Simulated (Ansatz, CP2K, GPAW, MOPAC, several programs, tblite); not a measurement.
Many methods on one cell: SrCl2 (3R-MoS2 type)

SrCl2, 3R-MoS2 type, relaxed with r2SCAN+rVV10 in Ansatz, was computed with several methods. The symmetry is R3m (No. 160, trigonal); a = 4.171 Å, c = 18.405 Å in the conventional setting, 30.82 Å³ an atom. Sr is surrounded by 6 Cl at 2.92 Å; Cl is surrounded by 3 Sr at 2.92 Å. No spin polarisation. The prototype was imposed, so other structures may be more stable.

```yaml
crystal:
  lattice:
    - [2.08574, 1.20420, 6.13505]
    - [-2.08574, 1.20420, 6.13505]
    - [0.00000, -2.40841, 6.13505]
  atoms:
    - { symbol: Sr, position: [0.00020, 0.00020, 0.00020] }
    - { symbol: Cl, position: [0.42277, 0.42277, 0.42277] }
    - { symbol: Cl, position: [0.24369, 0.24369, 0.24369] }
```

Gaps and times are for a single point on this cell; volume and bulk modulus come from each method's own relaxation or energy curve at fixed shape, which is too stiff where a cell has free coordinates or axes. Times are rough, from shared hosts (Arm Neoverse V2), and each method has its own mesh and cell size. A double dagger marks a value from a curve with shape and coordinates held. GFN1-xTB (tblite): levels, charges or heat of formation failed a check of plausibility, so no values are given. PM6 (MOPAC), PM7 (MOPAC), GFN1-xTB (tblite), GFN2-xTB (tblite) treat a cluster of cells at its zone centre, which samples few k points: where these miss a band edge, the gap comes out too large for that reason alone. Gaps from k meshes are read at a limited set of points (mesh, symmetry points, PBE's band edges), so each method's own least gap may be somewhat smaller. xTB and the PM methods were fitted mostly to molecules, and can miss a solid's gap by electronvolts. Minimal bases can be far off for gaps. Curves at held shape can't give the bulk modulus of a layered or molecular crystal, so none is listed. GLLB-SC's gap includes the derivative discontinuity. d marks a direct gap, i an indirect one (no mark: not told apart), a dash a value that wasn't computed or didn't pass its checks.

| method | kind | gap (eV) | own volume (Å³/atom) | bulk modulus (GPa) | atoms computed | processor time |
| --- | --- | --- | --- | --- | --- | --- |
| light PBE (260 eV and a coarse mesh) | light plane-wave | 4.33 d | – | – | 3 | 1.4 s |
| PM6 (MOPAC) | semi-empirical | 9.57 | – | – | 81 | 7.4 s |
| GFN2-xTB (tblite) | tight binding | 2.50 | – | – | 81 | 7.6 s |
| GFN1-xTB (tblite) | tight binding | – | – | – | 81 | 7.9 s |
| PBE/SZV (CP2K) | small basis | 2.25 d | – | – | 3 | 9.8 s |
| PBE | semilocal | 4.34 d | – | – | 3 | 10 s |
| PM7 (MOPAC) | semi-empirical | 9.75 | – | – | 81 | 12 s |
| PBE/DZVP (CP2K) | small basis | 4.25 d | 32.35‡ | – | 3 | 18 s |
| PBE/single zeta (GPAW) | small basis | 4.28 d | – | – | 3 | 26 s |
| r2SCAN | semilocal | 4.87 d | – | – | 3 | 27 s |
| GLLB-SC (GPAW) | model potential | 8.07 | – | – | 3 | 78 s |

Against r2SCAN (4.87 eV) and with closed or daggered gaps left aside, the nearest gap at the points sampled is that of PBE (-0.53 eV) and the farthest that of PM7 (MOPAC) (+4.88 eV). r2SCAN is only a yardstick of convenience: semilocal gaps usually lie below measured ones, which GLLB-SC and hybrids aim to mend.
